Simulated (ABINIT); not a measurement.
Set up this calculation in ABINIT 10.8.3 (patched build), as the native input.

- Task: equation of state
- Functional: HCTH407
- Potentials or basis: JTH PAW PBE v2.0 sp
- Cutoff: 408 eV
- k mesh: 7 × 7 × 7
- Occupations: fermi-dirac, width 0.05 eV
- Spin: no spin polarisation
- Fine-grid cutoff: 816.342 eV
- Exchange and correlation inside the PAW spheres: full angular mesh (pawxcdev 0, this build's default; the released program takes 1)

The system is TePb.

```
Pb Te
1.0
     0.00000    3.23100    3.23100
     3.23100    0.00000    3.23100
     3.23100    3.23100    0.00000
Pb Te
1 1
Cartesian
  0.0000 0.0000 0.0000
  3.2310 3.2310 3.2310
```

The input as run:

run.abi

```
# Datasets: one volume each
ndtset 7
getwfk -1
scalecart1 3*0.9795861087
scalecart2 3*0.9864848297
scalecart3 3*0.9932883884
scalecart4 3*1.0000000000
scalecart5 3*1.0066227096
scalecart6 3*1.0131594038
scalecart7 3*1.0196128224

# Pseudopotentials
pp_dirpath "./"
pseudos "Pb.GGA_PBE-JTH_sp.xml, Te.GGA_PBE-JTH.xml"

# Structure
acell 3*1.0
rprim
     0.0000000000     6.1057051087     6.1057051087
     6.1057051087     0.0000000000     6.1057051087
     6.1057051087     6.1057051087     0.0000000000
ntypat 2
znucl 82 52
natom 2
typat 1 2
xred
     0.0000000000     0.0000000000     0.0000000000
     0.5000000000     0.5000000000     0.5000000000

# Plane-wave basis
ecut 408.170794 eV
pawecutdg 30.0

# k points
kptopt 1
ngkpt 7 7 7
nshiftk 1
shiftk 0.0 0.0 0.0

# Exchange and correlation
ixc 27

# Bands and occupations
nband 9
occopt 3
tsmear 0.05 eV

# SCF cycle
nstep 100
tolvrs 1.0e-9

# Output
iomode 3
prtwf 1
prtden 0
prteig 0
prtebands 0
enunit 2
```

Potentials or basis: JTH PAW PBE v2.0 sp.

Command:

```bash
$ abinit run.abi > log 2>&1
```

Results of the run:

```
Equilibrium volume : 37.48 Å³/atom (rough: see the caveat)
Bulk modulus       : 29 GPa (rough)
```

Caveat: pressures at fixed basis lie under the slope of the energies; the minimum lies outside the volumes run; the PAW data sets were made with another functional, which shifts forces and pressure a little; this set keeps more shells in the core, which shifts pressures and gaps.

It took 72 s on 1 thread of Arm Neoverse V2, on a shared host, peak memory 0.14 GiB.
